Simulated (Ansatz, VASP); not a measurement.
# One calculation of IrO, two programs

Contents of POSCAR:

```
IrO
1.0
    0.0000000000      2.3328508508      2.3328508508
    2.3328508508      0.0000000000      2.3328508508
    2.3328508508      2.3328508508      0.0000000000
Ir O
1 1
Direct
    0.0000000000      0.0000000000      0.0000000000
    0.2500000000      0.2500000000      0.2500000000
```

The input INCAR.step1:

```
PREC = Accurate
ENCUT = 520
ISMEAR = 0
SIGMA = 0.1
LREAL = False
LASPH = True
NELM = 60
NBANDS = 14
GGA = PE
ALGO = Normal
EDIFF = 1E-4
LWAVE = True
LCHARG = False
```

Contents of INCAR.step2:

```
PREC = Accurate
ENCUT = 520
EDIFF = 1E-6
ISMEAR = 0
SIGMA = 0.1
LREAL = False
LASPH = True
NELM = 60
ALGO = Normal
ISIF = 2
LWAVE = False
LCHARG = True
METAGGA = R2SCAN
LMIXTAU = True
LELF = True
LVHAR = True
NBANDS = 14
ISTART = 1
```

The input KPOINTS:

```
Automatic mesh
0
Gamma
  16 16 16
```

Input for Ansatz:

```yaml
crystal:
  lattice:
    - [0.0, 2.3328508508, 2.3328508508]
    - [2.3328508508, 0.0, 2.3328508508]
    - [2.3328508508, 2.3328508508, 0.0]
  atoms:
    - { symbol: Ir, position: [0.0, 0.0, 0.0] }
    - { symbol: O, position: [0.25, 0.25, 0.25] }
basis:
  ecutwfc: 500
kpoints:
  mp_grid: { grid: [16, 16, 16] }
hamiltonian:
  xc: r2scan
scf:
  occupations: { method: gaussian, width: 0.1 }
output:
  forces: true
  stress: true
  eigenvalues: true
  write_density: true
  write_potential: true
  elf: true
  volumetric_format: npy
```

Alike in both runs: task single point; functional r2SCAN; k mesh 16 × 16 × 16; occupations gaussian, width 0.1 eV; no spin polarisation.

|  | VASP | Ansatz |
| --- | --- | --- |
| version | VASP 6.6.1 | Ansatz 0.2.0 |
| potentials or method | VASP PAW PBE potentials, release 64 (Ir, O) | scalar-relativistic, plane waves, PAW |
| plane-wave cutoff (eV) | 520 | 500 |
| valence electrons in the cell | 15 | 23 |

|  | VASP | Ansatz | Ansatz less VASP |
| --- | --- | --- | --- |
| gap on the k mesh at the Fermi level (eV) | none | none | - |
| pressure (GPa) | 11.8 | 9.1 | -2.77 |

A gap of «none» marks a metal or a gap that the smearing closes. The two sets of potentials don't hold the same shells in valence.

Caveats: the PAW data sets were made with another functional, which shifts forces and pressure a little (VASP); an odd number of electrons without spin polarisation forces a metal; a magnetic or distorted state may lie lower. The runs have no spin-orbit coupling, so splittings on Ir are missing.
